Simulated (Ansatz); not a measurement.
The system is FePt (Tetraferroplatinum).

```
Pt Fe
1.0
     2.72350    0.00000    0.00000
     0.00000    2.72350    0.00000
     0.00000    0.00000    3.72000
Pt Fe
1 1
Direct
  0.50000 0.50000 0.50000
  0.00000 0.00000 0.00000
```

Base run:

```yaml
Program: Ansatz 0.2.0
Functional: revPBE
Potentials_or_basis: all-electron LAPW, scalar-relativistic
Cutoff: 282 eV
Density_cutoff: 1128 eV
Basis_error_allowed: 0.001 eV/atom
k_mesh: 10 × 10 × 7
Occupations: fermi-dirac, width 0.05 eV
Spin: collinear spin, ferromagnetic start
Starting_moments: "[0.0, 3.0] μB"
```

Its results: pressure 7.0 GPa; net moment 3.30 μB per cell; site moments Pt +0.38; Fe +2.99 μB.

After a change of settings the same cell gave: pressure 14.1 GPa; net moment 3.22 μB per cell; site moments Pt +0.38; Fe +2.90 μB. Which change was it?
A. functional from revPBE to LDA; occupations from fermi-dirac, width 0.05 eV to gaussian, width 0.05 eV
B. functional from revPBE to BLYP
C. functional from revPBE to RPBE
D. functional from revPBE to PBE

B.

Not every run made on this cell is shown here.
